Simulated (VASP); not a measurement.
Crystal: Sb.

```
Sb
1.0
     3.08334    0.00000    0.00000
     0.00000    3.08334    0.00000
     0.00000    0.00000    3.08334
Sb
1
Cartesian
  0.0000 0.0000 0.0000
```

This isn't the form of Sb at room conditions, which is rhombohedral.

```yaml
Program: VASP 6.6.1
Task: relaxation of cell and atoms
Functional: PBE
Potentials_or_basis: VASP PAW PBE potentials, release 64 (Sb)
Cutoff: 600 eV
k_mesh: 14 × 14 × 14
Occupations: gaussian, width 0.1 eV
Spin: no spin polarisation
```

At the start: pressure 1.5 GPa; volume 29.31 Å³/atom.

Task: Where does the relaxation end?

Result: Over 3 steps the energy falls by 3.4 meV/atom and the volume is 30.08 Å³/atom (+2.6 %); space group Pm-3m (No. 221, to 0.05 Å).

The path:
```csv
step,energy change (eV),largest force (eV/Å),pressure (GPa),volume (Å³)
1,0.0000,0.0000,1.48,29.31
2,-0.0026,0.0000,-0.70,30.48
3,-0.0034,0.0000,0.01,30.08
```

Final structure:
```cif
data_structure
_symmetry_space_group_name_H-M 'P 1'
_symmetry_Int_Tables_number 1
_cell_length_a 3.1099
_cell_length_b 3.1099
_cell_length_c 3.1099
_cell_angle_alpha 90.000
_cell_angle_beta 90.000
_cell_angle_gamma 90.000
_cell_volume 30.08
loop_
_atom_site_label
_atom_site_type_symbol
_atom_site_fract_x
_atom_site_fract_y
_atom_site_fract_z
_atom_site_occupancy
Sb1 Sb 0.00000 0.00000 0.00000 1
```
